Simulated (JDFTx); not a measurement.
Cs under changes of volume

One of the cells (123.104 Å³/atom); the others are scaled copies at fixed shape and fractional positions:

```
CELL_PARAMETERS angstrom
0.00000 3.94834 3.94834
3.94834 0.00000 3.94834
3.94834 3.94834 0.00000
ATOMIC_POSITIONS crystal
Cs 0.00000 0.00000 0.00000
```

This isn't the form of Cs at room conditions, which is bcc.

| Property | Result |
| --- | --- |
| Program | JDFTx 1.7.0 (patched build) |
| Functional | PBE |
| Potentials or basis | PseudoDojo-SR-PBE-0.5-standard |
| Cutoff | 680 eV |
| Density cutoff | 2721 eV |
| k mesh | 6 × 6 × 6 |
| Occupations | fermi-dirac, width 0.05 eV |
| Spin | no spin polarisation |

| volume (Å³/atom) | energy over the lowest point (meV/atom) | pressure (GPa) |
| --- | --- | --- |
| 115.718 | 0.50 | 0.0 |
| 118.180 | 0.00 | 0.0 |
| 120.642 | 0.15 | 0.0 |
| 123.104 | 0.87 | -0.1 |
| 125.566 | 2.13 | -0.1 |
| 128.028 | ? | ? |
| 130.490 | 6.05 | -0.2 |

Task: What does the run at 128.028 Å³/atom give?

Result: Energy over the lowest point 3.87 meV/atom; pressure -0.1 GPa.

Worked out: A Birch-Murnaghan fit of order 3 (a polynomial in V^(-2/3)) to the other rows has its minimum at 118.83 Å³/atom with B0 = V·E''(V) = 2.0 GPa and B' = 3.5. It gives 3.87 meV/atom at 128.028 Å³/atom, against the run's 3.87, and -dE/dV = -0.1 GPa, against -0.1.

Energies are extrapolated to zero smearing.
